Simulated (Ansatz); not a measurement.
## BeTe under changes of volume

One of the cells (21.254 Å³/atom); the others are scaled copies at fixed shape and fractional positions:

```xyz
2
Lattice="0.0000 2.7700 2.7700 2.7700 0.0000 2.7700 2.7700 2.7700 0.0000" Properties=species:S:1:pos:R:3 pbc="T T T"
Te    4.1550    4.1550    4.1550
Be    0.0000    0.0000    0.0000
```

| Quantity | Value |
| --- | --- |
| Program | Ansatz 0.2.0 |
| Functional | exchange-only PBE |
| Potentials or basis | Ansatz PAW |
| Cutoff | 420 eV (not typed: the program's choice for these potentials) |
| k mesh | 8 × 8 × 8 |
| Occupations | fermi-dirac, width 0.05 eV |
| Spin | no spin polarisation |

| volume (Å³/atom) | energy over the lowest point (meV/atom) | pressure (GPa) | gap on the mesh (eV) |
| --- | --- | --- | --- |
| 19.979 | 203.17 | 18.5 | 1.97 |
| 20.404 | 157.00 | 16.3 | 2.02 |
| 20.829 | 116.34 | 14.3 | 2.07 |
| 21.254 | ? | ? | ? |
| 21.679 | 49.70 | 10.9 | 2.17 |
| 22.104 | 22.92 | 9.3 | 2.21 |
| 22.529 | 0.00 | 7.9 | 2.25 |

Problem. What does the run at 21.254 Å³/atom give?

Solution. Energy over the lowest point 80.71 meV/atom; pressure 12.5 GPa; gap on the mesh 2.12 eV.

Worked out: A Birch-Murnaghan fit of order 3 (a polynomial in V^(-2/3)) to the other rows has no minimum within the range. It gives 80.72 meV/atom at 21.254 Å³/atom, against the run's 80.71, and -dE/dV = 12.5 GPa, against 12.5. A straight line through the other rows of the gap, of slope 2.36 eV per unit of ln V, gives 2.12 eV, against the run's 2.12.

Energies are extrapolated to zero smearing.

Caveats: spin-orbit coupling is left out, which moves the levels of the heavy elements; the PAW data sets come from PBE, with cores solved anew for the run's functional, which leaves a small shift of forces and pressure.

A mesh can miss the band edges.
